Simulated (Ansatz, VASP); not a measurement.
One calculation of AlN, two programs

```
CELL_PARAMETERS angstrom
3.25869 0.00000 0.00000
-1.62934 2.82210 0.00000
0.00000 0.00000 4.32601
ATOMIC_POSITIONS crystal
Al 0.33333 0.66667 0.75000
Al 0.66667 0.33333 0.25000
N 0.33333 0.66667 0.25000
N 0.66667 0.33333 0.75000
```

Alike in both runs: task single point; functional PBE; k mesh 9 × 9 × 6; occupations gaussian, width 0.05 eV; no spin polarisation.

|  | VASP | Ansatz |
| --- | --- | --- |
| version | VASP 6.6.1 | Ansatz 0.2.0 |
| potentials or method | VASP PAW PBE potentials, release 64 (Al, N) | scalar-relativistic, plane waves, PAW |
| plane-wave cutoff (eV) | 520 | 420 |
| valence electrons in the cell | 16 | 16 |

```csv
,VASP,Ansatz,Ansatz less VASP
gap on the k mesh at the Fermi level (eV),3.15,3.14,-0.011
least direct gap on the mesh (eV),3.15,3.14,-0.011
pressure (GPa),2.2,2.4,+0.26
largest component of the traceless stress (GPa),5.70,5.87,+0.168
```

With one functional, cell and mesh, what is left measures potentials, basis and numerics.

PBE gaps usually lie below the measured ones, often by a third to a half.
